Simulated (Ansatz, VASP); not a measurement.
# Two plane-wave programs on Te2Mo

File INCAR:

```
PREC = Accurate ; ENCUT = 520
EDIFF = 1E-6 ; ISMEAR = 0
SIGMA = 0.1 ; LREAL = F
LASPH = T ; NELM = 100
ALGO = Normal ; ISIF = 2
LWAVE = F ; LCHARG = F
GGA = PE ; NBANDS = 35
```

File KPOINTS:

```
Automatic mesh
0
Gamma
  4 4 4
```

The input POSCAR:

```
Te2Mo
1.0
    5.9531711000      0.0000000000      0.0000000000
    0.0000000000      5.9531711000      0.0000000000
    0.0000000000      0.0000000000      5.6690731200
Te Mo
4 2
Direct
    0.3018406400      0.0000000000      0.0000000000
    0.6981593600      0.0000000000      0.0000000000
    0.0000000000      0.6981593600      0.0000000000
    0.0000000000      0.3018406400      0.0000000000
    0.5000000000      0.5000000000      0.2863953300
    0.5000000000      0.5000000000      0.7136046700
```

Input for Ansatz:

```yaml
crystal:
  lattice:
    - [5.9531711, 0.0, 0.0]
    - [0.0, 5.9531711, 0.0]
    - [0.0, 0.0, 5.66907312]
  atoms:
    - { symbol: Te, position: [0.30184064, 0.0, 0.0] }
    - { symbol: Te, position: [0.69815936, 0.0, 0.0] }
    - { symbol: Te, position: [0.0, 0.69815936, 0.0] }
    - { symbol: Te, position: [0.0, 0.30184064, 0.0] }
    - { symbol: Mo, position: [0.5, 0.5, 0.28639533] }
    - { symbol: Mo, position: [0.5, 0.5, 0.71360467] }
basis:
  ecutwfc: 420
kpoints:
  mp_grid: { grid: [4, 4, 4] }
hamiltonian:
  xc: pbe
scf:
  occupations: { method: gaussian, width: 0.1 }
  lower_state_search: "off"
output:
  forces: true
  stress: true
  eigenvalues: true
```

Alike in both runs: task single point; functional PBE; k mesh 4 × 4 × 4; occupations gaussian, width 0.1 eV; no spin polarisation.

|  | VASP | Ansatz |
| --- | --- | --- |
| version | VASP 6.6.1 | Ansatz 0.2.0 |
| potentials or method | VASP PAW PBE potentials, release 64 (Te, Mo_sv) | scalar-relativistic, plane waves, PAW |
| plane-wave cutoff (eV) | 520 | 420 |
| valence electrons in the cell | 52 | 92 |

|  | VASP | Ansatz | Ansatz less VASP |
| --- | --- | --- | --- |
| gap on the k mesh at the Fermi level (eV) | none | none | - |
| pressure (GPa) | 18.3 | 18.0 | -0.27 |
| largest component of the traceless stress (GPa) | 33.34 | 33.20 | -0.145 |
| rms of the force components (eV/Å) | 1.494 | 1.494 | +0.0004 |

Atom by atom the forces differ by 0.029 eV/Å (rms over components). A gap of «none» marks a metal or a gap that the smearing closes. The two sets of potentials don't hold the same shells in valence.

Caveats: so large a pressure means that the cell lies far from this level's equilibrium, or that cutoff or potentials fall short (VASP); forces of over 1 eV/Å show positions far from the minimum, so gaps and moduli don't describe the material at rest. The runs have no spin-orbit coupling, so splittings on Te are missing.
